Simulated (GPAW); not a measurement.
# CdS (Greenockite) (P6_3mc) in GPAW: a series of runs, part 2 of 2

GPAW 26.7.0.

**4. Band structure, r4SCAN, spin-orbit coupling, no magnetisation**

Input file run.py:

```python
import numpy as np
from ase import Atoms
from ase.dft.bandgap import bandgap
from ase.io import write
from ase.units import GPa
from gpaw import GPAW, PW
from gpaw.spinorbit import soc_eigenstates

atoms = Atoms(['Cd', 'Cd', 'S', 'S'],
              cell=[[4.15, 0.0, 0.0],
                    [-2.075, 3.5940054257, 0.0],
                    [0.0, 0.0, 6.737]],
              scaled_positions=[[0.6666666667, 0.3333333333, 0.5],
                                [0.3333333333, 0.6666666667, 0.0],
                                [0.6666666667, 0.3333333333, 0.875],
                                [0.3333333333, 0.6666666667, 0.375]],
              pbc=True)

calc = GPAW(mode=PW(600),
            xc='MGGA_X_R4SCAN+MGGA_C_R2SCAN',
            kpts={'size': (5, 5, 3), 'gamma': True},
            occupations={'name': 'fermi-dirac', 'width': 0.05},
            nbands=31,
            convergence={'density': 1e-05, 'energy': 1e-05},
            maxiter=150,
            txt='gpaw.txt')
atoms.calc = calc
energy = atoms.get_potential_energy()
forces = atoms.get_forces()
stress = atoms.get_stress()
calc.write('gs.gpw')
write('result.traj', atoms)
print(f'Energy: {energy:.6f} eV')
print('Forces (eV/A):')
print(forces.round(4))
print('Stress (GPa):', (stress / GPa).round(3))
print('Fermi level:', round(calc.get_fermi_level(), 4), 'eV')
print(f'Gap: {bandgap(calc)[0]:.4f} eV, direct: {bandgap(calc, direct=True)[0]:.4f} eV')

path = atoms.cell.bandpath('GMKGALHA,LM,KH', npoints=80, eps=1e-4)
bs_calc = calc.fixed_density(kpts=path, symmetry='off', nbands=51,
                             convergence={'bands': 'CBM+6.0', 'eigenstates': 1e-6}, txt='bands.txt')
bs = bs_calc.band_structure()
bs.write('bs.json')
print(f'Gap on the path: {bandgap(bs_calc)[0]:.4f} eV')

soc = soc_eigenstates(bs_calc, theta=54.7, phi=45, ignore_xc_potential=True)
np.savetxt('soc_bands.dat', soc.eigenvalues(), fmt='%.4f')
mesh = soc_eigenstates('gs.gpw', theta=54.7, phi=45, ignore_xc_potential=True)
np.savetxt('soc_mesh.dat', mesh.eigenvalues(), fmt='%.4f')
print('Fermi level with spin-orbit coupling:', round(mesh.fermi_level, 4), 'eV')
```

Potentials or basis: GPAW PAW data sets (gpaw-data 1.2.1), pw.

Run with:

```bash
$ OMP_NUM_THREADS=1 python run.py
```

gpaw.txt:

```text
__  _  _
 | _ |_)|_||  |
 |__||  | ||/\| - 26.7.0

Input parameters:
  mode=PW(ecut=600.0),
  convergence={'density': 1e-05, 'energy': 1e-05},
  kpts=MonkhorstPack(size=(5, 5, 3), gamma=True),
  maxiter=150,
  nbands=31,
  occupations=Occupations(name='fermi-dirac', width=0.05),
  xc=XC(name='MGGA_X_R4SCAN+MGGA_C_R2SCAN')

Diagonalizing LCAO Hamiltonian
Converting LCAO to pw mode

            S

            Cd
        S

        Cd

Atoms  # Å, Bohr magnetons
|   | symbol |         x |        y |        z |    initial magnetic moments |
|---|--------|-----------|----------|----------|-----------------------------|
| 0 |     Cd |  2.075000 | 1.198002 | 3.368500 | ( 0.0000,  0.0000,  0.0000) |
| 1 |     Cd | -0.000000 | 2.396004 | 0.000000 | ( 0.0000,  0.0000,  0.0000) |
| 2 |      S |  2.075000 | 1.198002 | 5.894875 | ( 0.0000,  0.0000,  0.0000) |
| 3 |      S | -0.000000 | 2.396004 | 2.526375 | ( 0.0000,  0.0000,  0.0000) |
[... 168 lines left out ...]

Energy contributions:
  Kinetic:          45.717590
  Coulomb:         -40.881810
  Zero:              0.027168
  External:          0.000000
  Xc:              -67.116251
  Entropy:          -0.000000
  Spinorbit:         0.000000
  ----------------------------
  Free energy:     -62.253302
  Extrapolated:    -62.253302

dipole moment: (-0.000011, -0.000015, -18.918642)  # |e|*Ang

Fermi level: 3.972
Eigenvalues  # (at kpt = [0.000, 0.000, 0.000])
| band index |      eig [eV] | occ [0-2] |
|------------|---------------|-----------|
|          0 |        -9.643 |     2.000 |
|        ... |               |           |
|         10 |        -4.188 |     2.000 |
|         11 |        -3.853 |     2.000 |
|         12 |        -1.254 |     2.000 |
|         13 |         2.388 |     2.000 |
|         14 |         2.388 |     2.000 |
|         15 |         3.132 |     2.000 |
[... 8 lines left out ...]
|         24 |        11.210 |     0.000 |
|         25 |        11.265 |     0.000 |
|        ... |               |           |
|         30 |        15.602 |     0.000 |

Gap: 1.552 eV
Transition (v -> c):
  (s=0, k=0, n=17, [0.00, 0.00, 0.00]) -> (s=0, k=0, n=18, [0.00, 0.00, 0.00])
No difference between direct/indirect transitions

Forces  # eV/Ang
|        x |       y |        z |
|----------|---------|----------|
| -0.00000 | 0.00000 | -0.04246 |  # Cd   0
|  0.00000 | 0.00000 | -0.04253 |  # Cd   1
|  0.00000 | 0.00000 |  0.07554 |  # S    2
|  0.00000 | 0.00000 |  0.07564 |  # S    3

Stress tensor  # eV/Ang^3
|        x |         y |         z |
|----------|-----------|-----------|
| 0.000993 |  0.000000 |  0.000000 |
| 0.000000 |  0.000993 | -0.000000 |
| 0.000000 | -0.000000 | -0.002336 |

# Writing to gs.gpw (mode='')
```

It took 4.1 min on 1 thread of Intel Xeon 6975P-C (Granite Rapids), shared host; peak memory 0.66 GiB.

What came out:

```
Free energy             : -62.2533 eV
Pressure                : 0.0 GPa
Band gap on the k mesh  : 1.54 eV, direct
Band gap along the path : 1.54 eV, direct
```

Levels at the corners of the path, in eV from the valence-band top:
```csv
point,band 34,band 35,band 36,band 37,band 38,band 39
Γ,-0.01,0.00,0.00,1.54,1.54,3.14
M,-1.33,-0.77,-0.77,4.06,4.06,4.18
K,-1.85,-1.65,-1.65,4.87,4.87,5.44
Γ,-0.01,0.00,0.00,1.54,1.54,3.14
A,-0.40,-0.40,-0.40,3.19,3.19,3.19
L,-1.35,-1.35,-1.35,3.79,3.79,3.79
H,-1.16,-1.15,-1.15,4.74,4.74,4.79
A,-0.40,-0.40,-0.40,3.19,3.19,3.19
L,-1.35,-1.35,-1.35,3.79,3.79,3.79
M,-1.33,-0.77,-0.77,4.06,4.06,4.18
K,-1.85,-1.65,-1.65,4.87,4.87,5.44
H,-1.16,-1.15,-1.15,4.74,4.74,4.79
```

Caveat: the forces don't sum to zero, a sign of grid noise; spin-orbit coupling was added after a scalar SCF, so levels and gaps hold it while energy, forces, pressure and moments don't; this program's spin-orbit splittings come out too wide for heavy elements; the PAW data sets were made with another functional, which shifts forces and pressure a little.

**5. Summary**

```tsv
task	level	potentials or basis	spin	cutoff (eV)	band path	band points	spin axis theta (degrees)	spin axis phi (degrees)	grid spacing	gap on the mesh (eV)
equation of state	vdW-DF-cx	GPAW PAW data sets (gpaw-data 1.2.1), pw	off	600	-	-	-	-	-	-
band structure	PBE	GPAW PAW data sets (gpaw-data 1.2.1), lcao:dzp	off	-	GMKGALHA,LM,KH	60	-	-	0.2 Å	1.19
band structure	r4SCAN	GPAW PAW data sets (gpaw-data 1.2.1), pw	SOC, no magnetisation	600	GMKGALHA,LM,KH	80	54.7	45	-	1.54
```

Alike in all rows: cell as given; k mesh 5 × 5 × 3; smearing fermi-dirac 0.05 eV.

Caveats: the PAW data sets were made with another functional, which shifts forces and pressure a little (some runs); the real-space grid adds noise to forces (some runs); the basis of atomic orbitals isn't converged, which shifts pressures, moduli and gaps (some runs); the forces don't sum to zero, a sign of grid noise (some runs); spin-orbit coupling was added after a scalar SCF, so levels and gaps hold it while energy, forces, pressure and moments don't (some runs); this program's spin-orbit splittings come out too wide for heavy elements (some runs).

Total energies depend on the potentials used, so only differences within one code and one set of settings carry meaning.

**6. How close it comes**

Step 3. Against the measured gap of CdS, 2.5809 eV (quoted in “Isotope dependence of band-gap energy”, 2008, arxiv:0807.2152), the calculated 1.19 eV is off by -1.39 eV. So large a miss can be the level of theory's own, or it may mean another phase, state or a wrong row. Spin-orbit coupling on Cd is left out. The value is that of PBE in an atomic basis (GPAW PAW data sets (gpaw-data 1.2.1), lcao:dzp), whose error adds to the functional's,, without temperature or zero-point motion. Semilocal functionals fall short of measured gaps as a rule.

Step 4. A measured gap of CdS is 2.5809 eV (quoted in “Isotope dependence of band-gap energy”, 2008, arxiv:0807.2152); the calculated 1.54 eV misses it by -1.04 eV. The value is that of r4SCAN, without temperature or zero-point motion.
